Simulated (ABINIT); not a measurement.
Here is an ABINIT 10.8.3 (patched build) calculation.

The input run.abi:

```
ndtset 7
getwfk -1
scalecart1 3*0.9795861087
scalecart2 3*0.9864848297
scalecart3 3*0.9932883884
scalecart4 3*1.0000000000
scalecart5 3*1.0066227096
scalecart6 3*1.0131594038
scalecart7 3*1.0196128224

pp_dirpath "./"
pseudos "Hf.LDA_PW-JTH.xml, C.LDA_PW-JTH.xml"

acell 3*1.0 Angstrom
rprim
     0.0000000000     2.3250000000     2.3250000000
     2.3250000000     0.0000000000     2.3250000000
     2.3250000000     2.3250000000     0.0000000000
ntypat 2
znucl 72 6
natom 2
typat 1 2
xred
     0.5000000000     0.5000000000     0.5000000000
     0.0000000000     0.0000000000     0.0000000000

ecut 26.0
pawecutdg 48.0

kptopt 1
ngkpt 10 10 10
nshiftk 1
shiftk 0.0 0.0 0.0

ixc 7

nband 12
occopt 3
tsmear 0.05 eV

nstep 100
tolvrs 1.0e-9

iomode 3
prtwf 1
prtden 0
prteig 0
prtebands 0
```

Potentials or basis: JTH PAW LDA v2.0.

The run is started by

```console
$ abinit run.abi > log 2>&1
```

**Question.** Estimate the equilibrium volume.

**Answer.** 11.95 Å³/atom.

**Question.** What does it give for the bulk modulus?

**Answer.** 267 GPa.

**Question.** Predict the pressure derivative of the bulk modulus.

**Answer.** 4.0.

Energy against volume, from the lowest point:
```tsv
volume (Å³/atom)	energy (meV/atom)
11.814	0.54
12.065	0.00
12.317	7.87
12.568	23.29
12.819	45.55
13.071	73.92
13.322	107.81
```

Caveat: pressures at fixed basis lie under the slope of the energies. Spin-orbit coupling is left out, which matters for the levels of Hf.
